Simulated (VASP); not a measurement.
## From an Ansatz input to VASP: LiH (distorted CsCl)

Ansatz input

```yaml
crystal:
  lattice:
    - [2.5195, -0.0593, 0.013]
    - [-0.0593, 2.4843, 0.0317]
    - [0.013, 0.0317, 2.4643]
  atoms:
    - { symbol: Li, position: [0.0052, 0.0521, 0.0541] }
    - { symbol: H, position: [0.4798, 0.506, 0.4844] }
kpoints:
  mp_grid: { grid: [8, 8, 8] }
hamiltonian:
  xc: lda
scf:
  occupations: { method: fermi_dirac, width: 0.02 }
  n_extra_bands: 4
output:
  forces: true
  stress: true
  eigenvalues: true
```

**Question.** Write VASP inputs for this cell and level of theory.

**Answer.** 

INCAR

```
LWAVE = .FALSE.
LASPH = .TRUE.
LREAL = .FALSE.
IBRION = -1
ENCUT = 520
EDIFF = 1E-7
ISMEAR = -1
NELM = 120
SIGMA = 0.02
NBANDS = 9
GGA = CA
NSW = 0
PREC = Accurate
LCHARG = .FALSE.
ISIF = 2
```

KPOINTS

```
KPOINTS created by Atomic Simulation Environment
0
Gamma
8 8 8
0 0 0
```

POSCAR

```
Li H
 1.0000000000000000
     2.5194999999999999   -0.0593000000000000    0.0130000000000000
    -0.0593000000000000    2.4843000000000002    0.0317000000000000
     0.0130000000000000    0.0317000000000000    2.4643000000000002
 Li  H
   1   1
Cartesian
  0.0107151700000000  0.1308386400000000  0.1350378000000000
  1.1851474999999998  1.2439591400000001  1.2159845200000001
```

VASP ran with the recommended LDA PAW datasets (4 valence electrons in the cell). Other inputs would serve too.

```tsv
	Ansatz	VASP
gap between bands v and c on the k mesh	0.36 eV	0.38 eV
least direct gap on the k mesh	3.51 eV	3.50 eV
pressure	-1.1 GPa	-1.3 GPa
largest force	0.06 eV/Å	0.06 eV/Å
```

Each program uses its own PAW datasets. VASP's cell holds 4 valence electrons and Ansatz's 4. LDA means the Perdew–Zunger form with relativistic exchange in VASP and the Perdew–Wang form in Ansatz. Ansatz's stress includes a Pulay correction; VASP's doesn't.
